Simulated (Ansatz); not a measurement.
The reference is AlSb in the zinc blende structure (space group F-43m, No. 216).

```cif
data_Al4Sb4
_chemical_formula_sum 'Sb4 Al4'
_space_group_name_H-M_alt 'F-43m'
_space_group_IT_number 216
_space_group_name_Hall 'F -4 2 3'
_cell_length_a 6.22559
_cell_length_b 6.22559
_cell_length_c 6.22559
_cell_angle_alpha 90.000
_cell_angle_beta 90.000
_cell_angle_gamma 90.000
loop_
_atom_site_label
_atom_site_type_symbol
_atom_site_symmetry_multiplicity
_atom_site_Wyckoff_symbol
_atom_site_fract_x
_atom_site_fract_y
_atom_site_fract_z
_atom_site_occupancy
Sb1 Sb 4 c 0.25000 0.25000 0.25000 1
Al1 Al 4 a 0.00000 0.00000 0.00000 1
```
(The calculation used a cell of 2 atoms; values per cell refer to that cell.)

All numbers come from PBE in Ansatz (plane waves to 420 eV, PAW, without spin-orbit coupling), earlier PAW set.

Before the change:

| Quantity | Value |
|---|---|
| Smallest direct gap | 1.28 eV |
| Valley order | L along ⟨111⟩ 1.24 eV; a point along ⟨100⟩, about 0.9 Å⁻¹ from Γ 1.27 eV; Γ 1.28 eV |
| Lattice parameter a | 11.765 bohr |

Perturbation: cell and atoms relaxed at a pressure of 2.1 GPa.

Question: What does the calculation give for the smallest direct gap, valley order and lattice parameter a after the change?

Answer: The smallest direct gap rises by 0.30 eV to 1.58 eV; the valley order (the lowest conduction-band minima on the path, energy above the VBM, named in the base's zone) goes from L along ⟨111⟩ 1.24 eV; a point along ⟨100⟩, about 0.9 Å⁻¹ from Γ 1.27 eV; Γ 1.28 eV to a point along ⟨100⟩, about 0.9 Å⁻¹ from Γ 1.22 eV; L along ⟨111⟩ 1.35 eV; Γ 1.58 eV; the lattice parameter a falls by 0.153 bohr to 11.612 bohr.

With Sb present, leaving out spin-orbit coupling can change the band edges. Load acts through the strain it causes; cell and atoms are relaxed under it. Whether these cells are dynamically stable was not tested. Tetrahedral semiconductors of this kind turn to denser phases somewhere between about 1 and 50 GPa; those were not computed, so compressed cells here can lie past the real transition.

Ansatz is a program for electronic structure.
